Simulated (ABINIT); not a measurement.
**GaAs in ABINIT: convergence with tolvrs**

Input of the first run (tolvrs 0.01); the others differ in this setting and in those tied to it:

File run.abi:

```
# Pseudopotentials
pp_dirpath "./"
pseudos "As.LDA_PW-JTH.xml, Ga.LDA_PW-JTH.xml"

# Structure
acell 3.9977696088 3.9977696088 3.9977696088 Angstrom
rprim
     0.0000000000     0.7071067812     0.7071067812
     0.7071067812     0.0000000000     0.7071067812
     0.7071067812     0.7071067812     0.0000000000
ntypat 2
znucl 33 31
natom 2
typat 1 2
xred
     0.7500000000     0.7500000000     0.7500000000
     0.0000000000     0.0000000000     0.0000000000

# Plane-wave basis
ecut 17.0
pawecutdg 34.0

# k points
kptopt 1
ngkpt 8 8 8
nshiftk 1
shiftk 0.0 0.0 0.0

# Exchange and correlation
ixc 7

# Bands and occupations
nband 18
occopt 6
tsmear 0.00183747

# SCF cycle
nstep 100
tolvrs 0.01

# Output
iomode 3
prtwf 0
prtden 0
prteig 0
prtebands 0
```

Potentials or basis: JTH PAW LDA v2.0.

The run is started by

```console
$ abinit run.abi > log 2>&1
```

Hardware: 1 thread of Arm Neoverse V1, with other jobs on the host.

**Question.** The values tried are 0.01, 0.001, 0.0001, 1e-05, 1e-06, 1e-08, 1e-10, 1e-13, loosest first. From which on does the pressure stay within 0.1 GPa of the tightest run that finished?

**Answer.** From 1e-05 on.

```tsv
tolvrs	energy less the tightest run (meV/atom)	pressure (GPa)	SCF cycles	CPU time (s)	peak memory (GiB)
0.01	-0.01	-3.92	5	11	0.09
0.001	-0.01	-3.71	6	13	0.09
0.0001	0.00	-2.19	7	14	0.09
1e-05	0.00	-2.07	8	15	0.09
1e-06	0.00	-2.07	8	15	0.09
1e-08	0.00	-2.04	10	18	0.09
1e-10	0.00	-2.04	12	21	0.09
1e-13	0.00	-2.04	14	23	0.09
```

Against the tightest run, the energy stays within 1 meV/atom from 0.01 on. The tightest run that finished is the yardstick and may itself not be fully converged.
